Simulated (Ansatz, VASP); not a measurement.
# Ir: VASP beside Ansatz

```
CELL_PARAMETERS angstrom
0.00000 1.94081 1.94081
1.94081 0.00000 1.94081
1.94081 1.94081 0.00000
ATOMIC_POSITIONS crystal
Ir 0.00000 0.00000 0.00000
```

Change from the starting cell: volume scaled by 1.04.

Alike in both runs: task single point; functional PBEsol; k mesh 12 × 12 × 12; occupations fermi-dirac, width 0.05 eV; no spin polarisation.

|  | VASP | Ansatz |
| --- | --- | --- |
| version | VASP 6.6.1 | Ansatz 0.2.0 |
| potentials or method | VASP PAW PBE potentials, release 64 (Ir) | Ansatz PAW |
| plane-wave cutoff (eV) | 520 | 420 |
| valence electrons in the cell | 9 | 17 |

Ansatz gave:

```
gap on the k mesh at the Fermi level (eV) : none
pressure (GPa)                            : -14.3
```

Which values does VASP return?

gap on the k mesh at the Fermi level (eV): none; pressure (GPa): -13.6.

A gap of «none» marks a metal or a gap that the smearing closes. The functional is the same, so the differences come from potentials, cutoffs and numerics. The two sets of potentials don't hold the same shells in valence.

Caveats: the PAW data sets were made with another functional, which shifts forces and pressure a little (VASP); the PAW data sets come from PBE, with cores solved anew for the run's functional, which leaves a small shift of forces and pressure (Ansatz). Spin-orbit coupling is left out, which matters for the levels of Ir.
